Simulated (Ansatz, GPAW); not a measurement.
This is a calculation of BAs for GPAW 26.7.0 (ASE script). 

File run.py:

```python
from ase.dft.bandgap import bandgap
from ase.io import read, write
from ase.units import GPa
from gpaw import GPAW, PW

atoms = read('POSCAR')

calc = GPAW(mode=PW(800),
            xc='RPBE',
            kpts={'size': (10, 10, 10), 'gamma': True},
            occupations={'name': 'methfessel-paxton', 'order': 0, 'width': 0.02},
            nbands=11,
            convergence={'density': 1e-05, 'energy': 1e-05},
            maxiter=150,
            txt='gpaw.txt')
atoms.calc = calc
energy = atoms.get_potential_energy()
forces = atoms.get_forces()
stress = atoms.get_stress()
calc.write('gs.gpw')
write('result.traj', atoms)
print(f'Energy: {energy:.6f} eV')
print('Forces (eV/A):')
print(forces.round(4))
print('Stress (GPa):', (stress / GPa).round(3))
print('Fermi level:', round(calc.get_fermi_level(), 4), 'eV')
print(f'Gap: {bandgap(calc)[0]:.4f} eV, direct: {bandgap(calc, direct=True)[0]:.4f} eV')
```

Contents of POSCAR:

```
BAs
1.0
    0.0000000000      2.3885000000      2.3885000000
    2.3885000000      0.0000000000      2.3885000000
    2.3885000000      2.3885000000      0.0000000000
As B
1 1
Direct
    0.7500000000      0.7500000000      0.7500000000
    0.0000000000      0.0000000000      0.0000000000
```

Potentials or basis: the program's PAW data sets (release 1.2.1) made for this functional, pw.

Run with:

```console
$ OMP_NUM_THREADS=1 python run.py
```

Task: Set up the same calculation for Ansatz 0.2.0. Potentials or basis there: all-electron LAPW, scalar-relativistic.

Result: As run (cutoffs and basis follow the program's own potentials, and thresholds, step limits or extra output files can differ):

Contents of input.yaml:

```yaml
crystal:
  lattice:
    - [0.0, 2.3885, 2.3885]
    - [2.3885, 0.0, 2.3885]
    - [2.3885, 2.3885, 0.0]
  atoms:
    - { symbol: As, position: [0.75, 0.75, 0.75] }
    - { symbol: B, position: [0.0, 0.0, 0.0] }
kpoints:
  mp_grid: { grid: [10, 10, 10] }
scf:
  occupations: { method: gaussian, width: 0.02 }
hamiltonian:
  xc: rpbe
  pseudopotentials: { kind: all_electron, lapw: { basis_error: 0.001 } }
output:
  forces: true
  stress: true
  eigenvalues: true
```

Potentials or basis: all-electron LAPW, scalar-relativistic.

Launch:

```bash
$ ansatz run input.yaml --threads 1 --pin off --max-ram 3072MiB --backend cpu --events-out ev --progress --plain --runs-dir out
```

Both were run:

|  | GPAW | Ansatz |
| --- | --- | --- |
| Pressure | 6.0 GPa | 5.4 GPa |

Where Ansatz's input types no cutoff or centring, it takes its own default and a Γ-centred mesh.

Pressure is positive in compression.
